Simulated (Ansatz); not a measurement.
# Sb (Fm-3m) in Ansatz: convergence with wavefunction cutoff

Aim: find how far wavefunction cutoff must go before the results for Sb settle, at r2SCAN. This setting moves, with any that are tied to it; all else stays.

Everything below comes from runs of Ansatz 0.2.0. Logs are shortened: lines on timing, memory, paths and dates and some standing lists are left out, and cuts for length are marked.

### Step 1. The structure

It takes space group Fm-3m (No. 225, cubic). Conventional cell: a = 4.742 Å, b = 4.742 Å, c = 4.742 Å, α = 90.00°, β = 90.00°, γ = 90.00°. Sb (site symmetry m-3m) has 12 Sb at 3.35 Å as nearest neighbours.

This isn't the form of Sb at room conditions, which is rhombohedral.

### Step 2. With wavefunction cutoff 400 eV

Contents of input.yaml:

```yaml
crystal:
  lattice:
    - [0.0, 2.3712425216, 2.3712425216]
    - [2.3712425216, 0.0, 2.3712425216]
    - [2.3712425216, 2.3712425216, 0.0]
  atoms:
    - { symbol: Sb, position: [0.0, 0.0, 0.0] }
hamiltonian:
  xc: r2scan
  pseudopotentials: { kind: nc, accuracy: stringent }
kpoints:
  mp_grid: { grid: [8, 8, 8] }
scf:
  occupations: { method: cold, width: 0.05 }
output:
  forces: true
  stress: true
  eigenvalues: true
basis:
  ecutwfc: "400 eV"
```

Potentials or basis: PseudoDojo stringent (PBE files).

Started as:

```
$ ansatz run input.yaml --threads 2 --pin off --max-ram 5632MiB --backend cpu --events-out ev --progress --plain --runs-dir out
```

Log:

```text
Warning: basis.ecutwfc = 400 eV is below the records' recommended 1360.569312 eV, and the density's cutoff is lower with it unless basis.ecutrho_ratio is high enough to keep the records' density cutoff: compare with a run at a higher cutoff
Warning: hamiltonian.xc reads the kinetic-energy density τ on the library's norm-conserving files, and those of Sb were made for PBE. This build holds files of Sb that were made for r²SCAN, which a deck under this functional can read where it names no table (hamiltonian.pseudopotentials.accuracy or source), types no xc_functional and has no exact exchange, max_exx_coeff or level of output.embedding that keeps them out. To compare such runs, type hamiltonian.pseudopotentials: {kind: paw, frozen_core: stored} on both or, where PAW refuses one, {kind: nc, accuracy: standard}
Warning: RAYON_NUM_THREADS=2 ignored (pool sized by the plan → 2); use --threads N
Engine: ansatz 0.2.0, aarch64-unknown-linux-gnu
Pseudopotentials: kind: nc
Pseudopotential: Sb, nc, valence charge 23, recommended cutoff 1360.569312 eV (normal), Sb.nc.azcp (PseudoDojo's, or run here from an input of PseudoDojo's; its table is named by hamiltonian.pseudopotentials.accuracy)
Functional definition: r2SCAN
  parameter k0 = 0.174
  parameter k1 = 0.065
  parameter a1 = 4.9479
  exchange = r2scan_x(k0 = k0, k1 = k1, a1 = a1)
  correlation = r2scan_c
Crystal: 1 atoms, lattice volume = 26.666 Å³
Basis set: ecut = 400 eV, 531 PW (Γ), exchange–correlation on 96×96×96 points (64 copies of the dense FFT grid, shifted against one another)
Bands: 16, of which v1, the nominal top of the filled ones, is band 12 counted from 1 (11 counted from 0)
Symmetry: 48 space group operations
Space group: Fm-3m (ITA 225), of the structure as read, at distance tolerance 3.0e-5 Å
k-points: 29 of 512
Non-local potential: Sb, projectors of the file, l = 0: 2, l = 1: 2, l = 2: 2
Initial density: superposition of atomic densities (chi_scale 0.1, normalization cell)
Initial wavefunctions: pseudopotential atomic-orbital guess
Functional: x = r2scan, c = r2scan; τ floored in thin density (d = 2e-4 eV/Å³)
SCF iter   1: F=—  HF=-6812.448250 eV  |F-HF|=—  |Δ(HF+E_count)|=         —  Δρ=7.70e-1  dr2=4.40e1  dr2_τ=7.20e2  ethr=3.10e-3  ⟨swp⟩=7.1  Hψ=3257  notcnv=0
preconditioner: auto → none  [insulator: Δε(μ)=0.151 eV  Ē_g=22.825 eV  σ=0.050 eV  W_gap=0.74  n_scr=14 (ndim 8)  ℏωp=27.8 eV  f_vac=0.000  D(μ)=2.04/eV (n_scr^D=14)  ε∞_Penn≈2.5]
SCF iter   2: F=—  HF=-6790.124564 eV  |F-HF|=—  |Δ(HF+E_count)|=    2.23e1  S|Δr|=    0.00e0  Δρ=2.81e-1  dr2=3.01e0  dr2_τ=1.03e1  ethr=3.10e-3  ⟨swp⟩=4.7  Hψ=1613  notcnv=0  defer=21
SCF iter   3: F=—  HF=-6788.877089 eV  |F-HF|=—  |Δ(HF+E_count)|=    1.25e0  S|Δr|=    0.00e0  Δρ=8.05e-2  dr2=1.90e-1  dr2_τ=1.34e0  ethr=3.10e-3  ⟨swp⟩=2.1  Hψ=1038  notcnv=0  defer=21
SCF iter   4: F=—  HF=-6789.011734 eV  |F-HF|=—  |Δ(HF+E_count)|=   1.35e-1  S|Δr|=    0.00e0  Δρ=6.60e-3  dr2=1.44e-3  dr2_τ=1.02e-2  ethr=8.24e-4  ⟨swp⟩=3.4  Hψ=978  notcnv=0  defer=21
SCF iter   5: F=—  HF=-6789.014173 eV  |F-HF|=—  |Δ(HF+E_count)|=   2.44e-3  S|Δr|=    0.00e0  Δρ=2.54e-4  dr2=1.76e-5  dr2_τ=2.44e-5  ethr=6.26e-6  ⟨swp⟩=2.0  Hψ=847  notcnv=0  defer=21
SCF iter   6: F=—  HF=-6789.014182 eV  |F-HF|=—  |Δ(HF+E_count)|=   9.69e-6  S|Δr|=    0.00e0  Δρ=4.06e-5  dr2=4.30e-7  dr2_τ=4.43e-7  ethr=7.66e-8  ⟨swp⟩=2.2  Hψ=781  notcnv=0  defer=21
SCF iter   7: F=-6789.014182 eV  HF=-6789.014182 eV  |F-HF|=3.21e-9  |Δ(HF+E_count)|=   2.22e-7  S|Δr|=    0.00e0  Δρ=4.37e-6  dr2=4.27e-9  dr2_τ=7.70e-9  ethr=4.35e-10  ⟨swp⟩=13.1  Hψ=3094  notcnv=0
SCF 1 converged in 7 iterations: F = -6789.014182 eV  dr2 = 4.27e-9
SCF converged after 7 iterations
Stability not checked: this state was not tested for a lower state beside it, because cold or Methfessel-Paxton smearing, or corrected tetrahedra, fill the levels in a way that the test cannot read (fill_not_monotonic; see scf.lower_state_search)
Free energy (F): -6789.014182 eV
Harris-Foulkes:  -6789.014182 eV  (|F-HF|=3.21e-9)
Internal energy: -6789.012700 eV  (E = F + TS)
E sigma→0 (E₀):  -6789.013688 eV
Entropy (-TS):   -0.001482 eV (-1.482 meV/atom)
Fermi energy:    14.322066 eV
--- Per-component energies (eV) ---
  E_band       = -991.815394
  E_kinetic    = 2062.522376
  E_local      = -5978.881979  (includes V_loc(G=0)·N_el)
  E_nonlocal   = -121.124120
  E_hartree    = 1897.623733
  E_xc         = -967.034036
  E_vxc        = -800.321156  (∫ρ·V_xc dr)
  E_vtau       = 50.736634  (kinetic-family band-sum trace: ∫τ·v_τ [+ j·A + Jᵃ·Aᵃ] dr)
  E_ewald      = -3682.118674
  E_smearing   = -0.001482  (= −TS)
  E_closure    = -0.000000  (closes the sum)
  Σ components = -6789.014182   (vs F -6789.014182, Δ=0.00e0)
--- Forces (eV/Å), atoms counted from 1 ---
  atom   1  Sb    -0.00000000     0.00000000     0.00000000
  max |Σ_I F_I| component: 1.44e-32 eV/Å
--- Stress (GPa, compression-positive) ---
       -4.407546      -0.000000      -0.000000
       -0.000000      -4.407546       0.000000
       -0.000000       0.000000      -4.407546
  P = ⅓ Tr σ = -4.4075 GPa (-44.075 kbar)
--- Band table (eV; the first three rows and the last of 29) ---
  k-point 0: bands = ["-152.4003", "-101.3037", "-101.3037", "-101.3037", "-15.4283", "-15.4283", "-15.4283", "-14.7656", "-14.7656", "0.4963", "18.9127", "18.9127", "18.9127", "25.8259", "26.2587", "26.5715"]
  k-point 1: bands = ["-152.2815", "-100.8180", "-100.8180", "-100.4190", "-14.5162", "-14.5162", "-14.1674", "-13.3194", "-13.3194", "0.8073", "16.9286", "18.7392", "18.7392", "24.5247", "27.2410", "27.2410"]
  k-point 2: bands = ["-152.1628", "-100.2431", "-100.2431", "-99.7864", "-13.3422", "-13.3422", "-12.8429", "-12.3510", "-12.3510", "1.7094", "13.3798", "18.2704", "18.2704", "23.9083", "27.0499", "27.0499"]
  k-point 28: bands = ["-152.1831", "-100.4482", "-100.1606", "-100.1606", "-13.6811", "-13.6811", "-13.5619", "-12.7217", "-11.8568", "5.5538", "11.1938", "11.1938", "13.0333", "24.4467", "26.9538", "26.9538"]
```

Run time: 0.94 s. Hardware: 2 threads of Arm Neoverse V1, shared host; peak memory 0.26 GiB.

Results:

```yaml
Free_energy: -6789.0142 eV
Pressure: -4.4 GPa
Band_gap_on_the_k_mesh: none (metal or under the smearing width)
```

### Step 3. With wavefunction cutoff 500 eV

input.yaml, as its differences from that of step 2:

```diff
@@ -19,2 +19,2 @@
 basis:
-  ecutwfc: "400 eV"
+  ecutwfc: "500 eV"
```

Potentials or basis: PseudoDojo stringent (PBE files).

Started as:

```
$ ansatz run input.yaml --threads 2 --pin off --max-ram 5632MiB --backend cpu --events-out ev --progress --plain --runs-dir out
```

Run time: 1.1 s. Hardware: 2 threads of Arm Neoverse V1, shared host; peak memory 0.27 GiB.

What came out:

```
Free energy            : -6873.3623 eV
Pressure               : -0.8 GPa
Band gap on the k mesh : none (metal or under the smearing width)
```

### Step 4. With wavefunction cutoff 600 eV

input.yaml, as its differences from that of step 3:

```diff
@@ -19,2 +19,2 @@
 basis:
-  ecutwfc: "500 eV"
+  ecutwfc: "600 eV"
```

Started as:

```
$ ansatz run input.yaml --threads 2 --pin off --max-ram 5632MiB --backend cpu --events-out ev --progress --plain --runs-dir out
```

It took 1.5 s on 2 threads of Arm Neoverse V1, shared host; peak memory 0.29 GiB.

What came out:

```
Free energy            : -6915.1504 eV
Pressure               : -0.1 GPa
Band gap on the k mesh : none (metal or under the smearing width)
```

### Step 5. With wavefunction cutoff 700 eV

input.yaml, as its differences from that of step 4:

```diff
@@ -19,2 +19,2 @@
 basis:
-  ecutwfc: "600 eV"
+  ecutwfc: "700 eV"
```

Started as:

```
$ ansatz run input.yaml --threads 2 --pin off --max-ram 5632MiB --backend cpu --events-out ev --progress --plain --runs-dir out
```

Wall time 1.6 s (2 threads of Arm Neoverse V1, shared host); peak memory 0.32 GiB.

What came out:

* Free energy: -6935.2724 eV
* Pressure: 1.1 GPa
* Band gap on the k mesh: none (metal or under the smearing width)

### Step 6. With wavefunction cutoff 850 eV

input.yaml, as its differences from that of step 5:

```diff
@@ -19,2 +19,2 @@
 basis:
-  ecutwfc: "700 eV"
+  ecutwfc: "850 eV"
```

Potentials or basis: PseudoDojo stringent (PBE files).

Started as:

```
$ ansatz run input.yaml --threads 2 --pin off --max-ram 5632MiB --backend cpu --events-out ev --progress --plain --runs-dir out
```

Wall time 2.1 s (2 threads of Arm Neoverse V1, shared host); peak memory 0.35 GiB.

It converged, with:

```
Free energy            : -6946.9360 eV
Pressure               : 1.7 GPa
Band gap on the k mesh : none (metal or under the smearing width)
```

### Step 7. With wavefunction cutoff 1000 eV

input.yaml, as its differences from that of step 6:

```diff
@@ -19,2 +19,2 @@
 basis:
-  ecutwfc: "850 eV"
+  ecutwfc: "1000 eV"
```

Started as:

```
$ ansatz run input.yaml --threads 2 --pin off --max-ram 5632MiB --backend cpu --events-out ev --progress --plain --runs-dir out
```

Run time: 2.9 s. Hardware: 2 threads of Arm Neoverse V1, shared host; peak memory 0.4 GiB.

It converged, with:

- Free energy: -6949.9280 eV
- Pressure: 1.8 GPa
- Band gap on the k mesh: none (metal or under the smearing width)

### Step 8. With wavefunction cutoff 1200 eV

input.yaml, as its differences from that of step 7:

```diff
@@ -19,2 +19,2 @@
 basis:
-  ecutwfc: "1000 eV"
+  ecutwfc: "1200 eV"
```

Started as:

```
$ ansatz run input.yaml --threads 2 --pin off --max-ram 5632MiB --backend cpu --events-out ev --progress --plain --runs-dir out
```

It took 3.5 s on 2 threads of Arm Neoverse V1, shared host; peak memory 0.47 GiB.

The run converged. Its results:

```
Free energy            : -6950.5556 eV
Pressure               : 1.9 GPa
Band gap on the k mesh : none (metal or under the smearing width)
```

### Step 9. With wavefunction cutoff 1400 eV

input.yaml, as its differences from that of step 8:

```diff
@@ -19,2 +19,2 @@
 basis:
-  ecutwfc: "1200 eV"
+  ecutwfc: "1400 eV"
```

Potentials or basis: PseudoDojo stringent (PBE files).

Started as:

```
$ ansatz run input.yaml --threads 2 --pin off --max-ram 5632MiB --backend cpu --events-out ev --progress --plain --runs-dir out
```

Run time: 4.2 s. Hardware: 2 threads of Arm Neoverse V1, shared host; peak memory 0.58 GiB.

It converged, with:

| Item | Value |
| --- | --- |
| Free energy | -6950.5885 eV |
| Pressure | 2.0 GPa |
| Band gap on the k mesh | none (metal or under the smearing width) |

### Step 10. With wavefunction cutoff 1700 eV

input.yaml, as its differences from that of step 9:

```diff
@@ -19,2 +19,2 @@
 basis:
-  ecutwfc: "1400 eV"
+  ecutwfc: "1700 eV"
```

Started as:

```
$ ansatz run input.yaml --threads 2 --pin off --max-ram 5632MiB --backend cpu --events-out ev --progress --plain --runs-dir out
```

It took 5 s on 2 threads of Arm Neoverse V1, shared host; peak memory 0.66 GiB.

The run converged. Its results:

```yaml
Free_energy: -6950.5898 eV
Pressure: 2.0 GPa
Band_gap_on_the_k_mesh: none (metal or under the smearing width)
```

### Step 11. The series at a glance

| wavefunction cutoff | energy less the tightest run, at zero smearing (meV/atom) | pressure (GPa) | SCF cycles | CPU time (s) | peak memory (GiB) |
| --- | --- | --- | --- | --- | --- |
| 400 eV | 161575.63 | -4.41 | 7 | 1.7 | 0.26 |
| 500 eV | 77227.54 | -0.76 | 7 | 2.1 | 0.27 |
| 600 eV | 35439.46 | -0.09 | 7 | 2.8 | 0.29 |
| 700 eV | 15317.44 | 1.12 | 7 | 3.1 | 0.32 |
| 850 eV | 3653.83 | 1.66 | 6 | 4.1 | 0.35 |
| 1000 eV | 661.84 | 1.84 | 6 | 5.6 | 0.4 |
| 1200 eV | 34.19 | 1.95 | 6 | 6.9 | 0.47 |
| 1400 eV | 1.27 | 1.96 | 6 | 8.3 | 0.58 |
| 1700 eV | 0.00 | 1.96 | 6 | 9.7 | 0.66 |

Against the tightest run, the pressure stays within 0.1 GPa from 1200 eV on. Not settled before the last step: the energy (to 1 meV/atom). The tightest run that finished is the yardstick and may itself not be fully converged.

Caveats: the meta-GGA runs on potentials made for a GGA; the potentials were made for another functional, which shifts forces and pressure.
